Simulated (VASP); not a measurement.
# Pb (Fm-3m) in VASP: further runs

One crystal, Pb, is run at these levels: PBE, r2SCAN; tasks: band structure, equation of state, phonons.

All numbers are computed with VASP 6.6.1; they aren't measurements. Logs are shortened: lines on timing, memory, paths and dates and some standing lists are left out, and cuts for length are marked.

## (1) The crystal as given

It takes space group Fm-3m (No. 225, cubic). Conventional cell: a = 4.950 Å, b = 4.950 Å, c = 4.950 Å, α = 90.00°, β = 90.00°, γ = 90.00°. Pb (site symmetry m-3m) is surrounded by 12 Pb at 3.50 Å.

## (2) Band structure, PBE

INCAR

```
SYSTEM = Pb
  PREC = Accurate
  ENCUT = 500
  EDIFF = 1E-7
  ISMEAR = -1
  SIGMA = 0.05
  LREAL = .False.
  LASPH = .True.
  NELM = 60
  ALGO = Fast
  ISIF = 2
  LWAVE = .False.
  LCHARG = .False.
  GGA = PE
```

KPOINTS

```
Automatic mesh
0
Gamma
  9 9 9
  0 0 0
```

POSCAR

```
Pb
1.0
    0.0000000000      2.4750200000      2.4750200000
    2.4750200000      0.0000000000      2.4750200000
    2.4750200000      2.4750200000      0.0000000000
Pb
1
Direct
    0.0000000000      0.0000000000      0.0000000000
```

KPOINTS_OPT

```
path GXWKGLUWLK,UX
10
line-mode
reciprocal
 0.0000000000  0.0000000000  0.0000000000  G
 0.5000000000  0.0000000000  0.5000000000  X

 0.5000000000  0.0000000000  0.5000000000  X
 0.5000000000  0.2500000000  0.7500000000  W

 0.5000000000  0.2500000000  0.7500000000  W
 0.3750000000  0.3750000000  0.7500000000  K

 0.3750000000  0.3750000000  0.7500000000  K
 0.0000000000  0.0000000000  0.0000000000  G

 0.0000000000  0.0000000000  0.0000000000  G
 0.5000000000  0.5000000000  0.5000000000  L

 0.5000000000  0.5000000000  0.5000000000  L
 0.6250000000  0.2500000000  0.6250000000  U

 0.6250000000  0.2500000000  0.6250000000  U
 0.5000000000  0.2500000000  0.7500000000  W

 0.5000000000  0.2500000000  0.7500000000  W
 0.5000000000  0.5000000000  0.5000000000  L

 0.5000000000  0.5000000000  0.5000000000  L
 0.3750000000  0.3750000000  0.7500000000  K

 0.6250000000  0.2500000000  0.6250000000  U
 0.5000000000  0.0000000000  0.5000000000  X
```

Potentials or basis: VASP PAW PBE potentials, release 64 (Pb).

Run with:

```
> cat potpaw_PBE.64/Pb/POTCAR > POTCAR
> mpirun -np 1 vasp_std > vasp.out
```

OUTCAR:

```text
SYSTEM = Pb
   PREC = Accurate
   ENCUT = 500
   EDIFF = 1E-7
   ISMEAR = -1
   LREAL = .False.
   LASPH = .True.
   NELM = 60
   ISIF = 2
   GGA = PE

 ion  position               nearest neighbor table
   1  0.000  0.000  0.000-

  LATTYP: Found a face centered cubic cell.
 ALAT       =     4.9500400000

  Lattice vectors:

 A1 = (   0.0000000000,   2.4750200000,   2.4750200000)
 A2 = (   2.4750200000,   0.0000000000,   2.4750200000)
 A3 = (   2.4750200000,   2.4750200000,   0.0000000000)

Analysis of symmetry for initial positions (statically):
=====================================================================
 Subroutine PRICEL returns:
 Original cell was already a primitive cell.

 Routine SETGRP: Setting up the symmetry group for a
 face centered cubic supercell.

 Subroutine GETGRP returns: Found 48 space group operations
 (whereof 48 operations were pure point group operations)
 out of a pool of 48 trial point group operations.

The static configuration has the point symmetry O_h .

Analysis of symmetry for dynamics (positions and initial velocities):
=====================================================================
 Subroutine PRICEL returns:
 Original cell was already a primitive cell.

 Routine SETGRP: Setting up the symmetry group for a
 face centered cubic supercell.

 Subroutine GETGRP returns: Found 48 space group operations
 (whereof 48 operations were pure point group operations)
 out of a pool of 48 trial point group operations.

The dynamic configuration has the point symmetry O_h .

 Subroutine INISYM returns: Found 48 space group operations
 (whereof 48 operations are pure point group operations),
 and found     1 'primitive' translations

----------------------------------------------------------------------------------------

                                     Primitive cell

  volume of cell :      30.3226

  direct lattice vectors                    reciprocal lattice vectors
     0.000000000  2.475020000  2.475020000    -0.202018570  0.202018570  0.202018570
     2.475020000  0.000000000  2.475020000     0.202018570 -0.202018570  0.202018570
     2.475020000  2.475020000  0.000000000     0.202018570  0.202018570 -0.202018570

  length of vectors
     3.500206851  3.500206851  3.500206851     0.349906427  0.349906427  0.349906427

  position of ions in fractional coordinates (direct lattice)
     0.000000000  0.000000000  0.000000000

  ion indices of the primitive-cell ions
   primitive index   ion index
                 1           1

----------------------------------------------------------------------------------------

 KPOINTS: Automatic mesh

Automatic generation of k-mesh.
 Grid dimensions read from file:
 generate k-points for:    9    9    9

 Generating k-lattice:

  Cartesian coordinates                     Fractional coordinates (reciprocal lattice)
    -0.022446508  0.022446508  0.022446508     0.111111111  0.000000000  0.000000000
     0.022446508 -0.022446508  0.022446508     0.000000000  0.111111111  0.000000000
     0.022446508  0.022446508 -0.022446508     0.000000000  0.000000000  0.111111111

  Length of vectors
     0.038878492  0.038878492  0.038878492

  Shift w.r.t. Gamma in fractional coordinates (k-lattice)
     0.000000000  0.000000000  0.000000000

 Subroutine IBZKPT returns following result:
 ===========================================

 Found     35 irreducible k-points:

 Following reciprocal coordinates:
            Coordinates               Weight
  0.000000  0.000000  0.000000      1.000000
  0.111111  0.000000  0.000000      8.000000
  0.222222  0.000000  0.000000      8.000000
  0.333333  0.000000  0.000000      8.000000
  0.444444  0.000000  0.000000      8.000000
  0.111111  0.111111  0.000000      6.000000
[... 16 lines left out ...]
 -0.333333  0.333333  0.000000     12.000000
  0.444444  0.444444  0.000000      6.000000
 [... further k-points ...]
   k-points           NKPTS =     35   k-points in BZ     NKDIM =     35   number of bands    NBANDS=      6
   number of dos      NEDOS =    301   number of ions     NIONS =      1
   total plane-waves  NPLWV =  21952
   dimension x,y,z NGX =    28 NGY =   28 NGZ =   28
   dimension x,y,z NGXF=    56 NGYF=   56 NGZF=   56
   ions per type =               1
   NGX,Y,Z   is equivalent  to a cutoff of  13.30, 13.30, 13.30 a.u.
   NGXF,Y,Z  is equivalent  to a cutoff of  26.60, 26.60, 26.60 a.u.
 SYSTEM =  Pb
   PREC   = accura    normal or accurate (medium, high low for compatibility)
   ISTART =      0    job   : 0-new  1-cont  2-samecut
   ICHARG =      2    charge: 1-file 2-atom 10-const
   ISPIN  =      1    spin polarized calculation?
   LNONCOLLINEAR =      F non collinear calculations
   LSORBIT =      F    spin-orbit coupling
   LASPH  =      T    aspherical Exc in radial PAW
   ENCUT  =  500.0 eV  36.75 Ry    6.06 a.u.   6.38  6.38  6.38*2*pi/ulx,y,z
   NELM   =     60;   NELMIN=  2; NELMDL= -5     # of ELM steps
   EDIFF  = 0.1E-06   stopping-criterion for ELM
   LREAL  =      F    real-space projection
   EDIFFG = 0.1E-05   stopping-criterion for IOM
   NSW    =      0    number of steps for IOM
   IBRION =     -1    ionic relax: 0-MD 1-quasi-New 2-CG
   NFREE  =      0    steps in history (QN), initial steepest desc. (CG)
   ISIF   =      2    stress and relaxation
   ISYM   =      2    0-nonsym 1-usesym 2-fastsym
   POTIM  = 0.5000    time-step for ionic-motion
   TEBEG  =    0.0;   TEEND  =   0.0 temperature during run
   PSTRESS=    0.0 pullay stress
   NELECT =       4.0000    total number of electrons
   NUPDOWN=      -1.0000    fix difference up-down
   EMIN   =  10.00;   EMAX   =-10.00  energy-range for DOS
   EFERMI =   0.00;   METHOD = LEGACY
   ISMEAR =    -1;   SIGMA  =   0.05  broadening in eV -4-tet -1-fermi 0-gaus
   EFERMI_NEDOS =   21; number of points for ismear=-14 and -15
   IALGO  =     68    algorithm
   IMIX   =      4    mixing-type and parameters
     AMIX     =   0.40;   BMIX     =  1.00
     AMIX_MAG =   1.60;   BMIX_MAG =  1.00
  volume/ion in A,a.u.               =      30.32       204.63
  Fermi-wavevector in a.u.,A,eV,Ry     =   0.833373  1.574847  9.449391  0.694511
  Thomas-Fermi vector in A             =   1.946586
   LORBIT       =      0    0 simple, 1 ext, 2 COOP (PROOUT), +10 PAW based schemes
   GGA     = PE    functional components
   LHFCALC =     F    Hartree Fock is set to
   AEXX    =    0.0000 exact exchange contribution
   IVDW    =     0    specifies the selected vdW correction
   LEPSILON=     F    determine dielectric tensor
   LRPA    =     F    only Hartree local field effects (RPA)
 non-spin polarized calculation
 RMM-DIIS sequential band-by-band and
  energy-cutoff  :      500.00
  volume of cell :       30.32
 maximum number of plane-waves:       779
 NGX is ok and might be reduce to    28
   NGX = 13   NGY = 13   NGZ = 13

 number of electron       4.0000000 magnetization

 Free energy of the ion-electron system (eV)
  ---------------------------------------------------
  ext. energy  EPLUGINS =         0.00000000
  ---------------------------------------------------
  free energy    TOTEN  =        -3.58155008 eV

  energy without entropy =       -3.57846890  energy(sigma->0) =       -3.58000949

 E-fermi :   4.8285     XC(G=0): -10.0179

 val. band max:        4.6052168008   @ k =  -0.3333   0.3333   0.1111
 cond. band min:       4.8333501992   @ k =  -0.2222   0.3333   0.1111
 fundamental gap:      0.2281333984
 Fermi energy:         4.8285105712

 k-point     1 :       0.0000    0.0000    0.0000
  band No.  band energies     occupation
      1      -6.7634      2.00000
      2      12.4201      0.00000
      3      12.4201      0.00000
      4      12.4201      0.00000
      5      14.7754      0.00000
      6      16.2517      0.00000

 k-point     2 :       0.1111    0.0000    0.0000
  band No.  band energies     occupation
      1      -6.5258      2.00000
      2      10.0372      0.00000
      3      12.1289      0.00000
      4      12.1289      0.00000
      5      14.2911      0.00000
      6      17.1404      0.00000

 k-point     3 :       0.2222    0.0000    0.0000
  band No.  band energies     occupation
      1      -5.8205      2.00000
      2       6.5680      0.00000
      3      11.5263      0.00000
      4      11.5263      0.00000
      5      13.9064      0.00000
      6      16.8027      0.00000

 k-point     4 :       0.3333    0.0000    0.0000
  band No.  band energies     occupation
      1      -4.6972      2.00000
      2       3.4389      2.00000
      3      10.9579      0.00000
      4      10.9579      0.00000
      5      13.8025      0.00000
      6      15.4551      0.00000

 k-point     5 :       0.4444    0.0000    0.0000
  band No.  band energies     occupation
      1      -3.4579      2.00000
      2       1.1620      2.00000
      3      10.6223      0.00000
      4      10.6223      0.00000
      5      14.0003      0.00000
      6      14.5342      0.00000
[... 136 lines left out ...]
 k-point    21 :       0.4444    0.3333    0.0000
  band No.  band energies     occupation
      1      -2.9587      2.00000
      2       3.4238      2.00000
      3       6.3981      0.00000
      4       7.6106      0.00000
      5      11.1640      0.00000
      6      12.8758      0.00000

 k-point    22 :      -0.4444    0.3333    0.0000
  band No.  band energies     occupation
      1      -2.0337      2.00000
      2       2.5321      2.00000
      3       4.5161      1.99614
      4       7.8646      0.00000
      5      11.3359      0.00000
      6      15.3552      0.00000

 k-point    23 :      -0.3333    0.3333    0.0000
  band No.  band energies     occupation
      1      -2.1778      2.00000
      2       3.1434      2.00000
      3       3.4168      2.00000
      4       8.6484      0.00000
      5      11.8162      0.00000
      6      18.3080      0.00000

 k-point    24 :       0.4444    0.4444    0.0000
  band No.  band energies     occupation
      1      -2.1826      2.00000
      2       2.2660      2.00000
      3       7.1337      0.00000
      4       7.1337      0.00000
      5      10.4193      0.00000
      6      11.5722      0.00000

 [... further k-points ...]

------------------------ aborting loop because EDIFF is reached ----------------------------------------

  FORCE on cell =-STRESS in cart. coord.  units (eV):
  Direction    XX          YY          ZZ          XY          YZ          ZX
  --------------------------------------------------------------------------------------
  -------------------------------------------------------------------------------------
  Total        0.3798346      0.3798346      0.3798346     -0.0000000     -0.0000000      0.0000000
  in kB       20.0696121     20.0696121     20.0696121     -0.0000000     -0.0000000      0.0000000
  external PRESSURE =      20.0696121 kB  Pullay stress =       0.0000000 kB

 VOLUME and BASIS-vectors are now :
 -----------------------------------------------------------------------------
  energy-cutoff  :      500.00
  volume of cell :       30.32
      direct lattice vectors                 reciprocal lattice vectors
     0.000000000  2.475020000  2.475020000    -0.202018570  0.202018570  0.202018570
     2.475020000  0.000000000  2.475020000     0.202018570 -0.202018570  0.202018570
     2.475020000  2.475020000  0.000000000     0.202018570  0.202018570 -0.202018570

 POSITION                                       TOTAL-FORCE (eV/Angst)
 -----------------------------------------------------------------------------------
      0.00000      0.00000      0.00000         0.000000     -0.000000      0.000000
 -----------------------------------------------------------------------------------
    total drift:                                0.000000      0.000000      0.000000

  FREE ENERGIE OF THE ION-ELECTRON SYSTEM (eV)
  ---------------------------------------------------
  free  energy   TOTEN  =        -3.5815500753 eV

  energy  without entropy=       -3.5784689009  energy(sigma->0) =       -3.58000949
```

It took 7.6 s on 1 thread of Intel Xeon 6975P-C (Granite Rapids), shared host; peak memory 0.16 GiB.

What came out:

```yaml
Free_energy: -3.5816 eV
Pressure: 2.0 GPa
Band_gap_along_the_path: none (metal or under the smearing width)
```

Levels at the corners of the path, in eV from the Fermi level:
```tsv
point	band 1	band 2	band 3	band 4	band 5	band 6
Γ	-11.59	7.59	7.59	7.59	9.95	11.42
X	-6.57	-3.12	2.21	2.21	5.50	6.70
X	-6.57	-3.12	2.21	2.21	5.50	6.70
W	-6.43	-1.24	-1.24	0.40	10.87	11.94
W	-6.43	-1.24	-1.24	0.40	10.87	11.94
K	-6.64	-2.15	-1.10	3.14	6.56	11.20
K	-6.64	-2.15	-1.10	3.14	6.56	11.20
Γ	-11.59	7.59	7.59	7.59	9.95	11.42
Γ	-11.59	7.59	7.59	7.59	9.95	11.42
L	-8.02	-4.06	5.75	5.75	9.38	9.41
L	-8.02	-4.06	5.75	5.75	9.38	9.41
U	-6.64	-2.15	-1.10	3.14	6.56	11.20
U	-6.64	-2.15	-1.10	3.14	6.56	11.20
W	-6.43	-1.24	-1.24	0.40	10.87	11.94
W	-6.43	-1.24	-1.24	0.40	10.87	11.94
L	-8.02	-4.06	5.75	5.75	9.38	9.41
L	-8.02	-4.06	5.75	5.75	9.38	9.41
K	-6.64	-2.15	-1.10	3.14	6.56	11.20
U	-6.64	-2.15	-1.10	3.14	6.56	11.20
X	-6.57	-3.12	2.21	2.21	5.50	6.70
```

Caveat: spin-orbit coupling is left out, which moves the levels of the heavy elements.

(Part 1 of 3 ends here.)
